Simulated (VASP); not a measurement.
Set up this calculation in VASP 6.6.1, as the native input.

```
Task                   : relaxation of cell and atoms
Functional             : PBE
Dispersion             : D3(BJ)
Potentials or basis    : VASP PAW PBE potentials, release 64 (Ca_sv, F)
Cutoff                 : 600 eV
k mesh                 : 8 × 8 × 8
Occupations            : gaussian, width 0.02 eV
Spin                   : no spin polarisation
Dipole correction      : no
Further INCAR settings : ALGO = Normal; EDIFF = 1e-06; IBRION = 2; EDIFFG = -0.002; NSW = 100; ISIF = 3
```

The structure of CaF2 (d3) lies in POSCAR:

```
CaF2
1.0
    0.0000000000      2.7316045000      2.7316045000
    2.7316045000      0.0000000000      2.7316045000
    2.7316045000      2.7316045000      0.0000000000
Ca F
1 2
Direct
    0.0000000000      0.0000000000      0.0000000000
    0.2500000000      0.2500000000      0.2500000000
    0.7500000000      0.7500000000      0.7500000000
```

The input as run:

INCAR

```
PREC = Accurate
ENCUT = 600
EDIFF = 1E-6
ISMEAR = 0
SIGMA = 0.02
LREAL = F
LASPH = T
NELM = 100
ALGO = Normal
ISIF = 3
LWAVE = F
LCHARG = F
GGA = PE
IVDW = 12
IBRION = 2
NSW = 100
EDIFFG = -0.002
```

KPOINTS

```
regular mesh
0
Gamma
  8 8 8
```

Potentials or basis: VASP PAW PBE potentials, release 64 (Ca_sv, F).

Command:

```bash
$ cat potpaw_PBE.64/Ca_sv/POTCAR potpaw_PBE.64/F/POTCAR > POTCAR
$ mpirun -np 1 vasp_std > vasp.out
```

Results of the run:

| Property | Result |
| --- | --- |
| Relaxed volume | 13.66 Å³/atom |
| Relaxed cell | a = 3.870 Å, b = 3.870 Å, c = 3.870 Å, α = 60.00°, β = 60.00°, γ = 60.00° |
| Space group after relaxing (to 0.05 Å) | Fm-3m (No. 225) |
| Energy gained by relaxing | 0.1 meV/atom |
| Ionic steps | 3 |
| Pressure after relaxing | 0.0 GPa |
| Band gap on the k mesh | 7.25 eV, indirect (least direct gap 7.50 eV) |
| Dispersion energy per atom | -0.156 eV |

Run time: 17 s on 1 thread of Intel(R) Xeon(R) 6975P-C (Granite Rapids), on a shared host, peak memory 0.2 GiB.
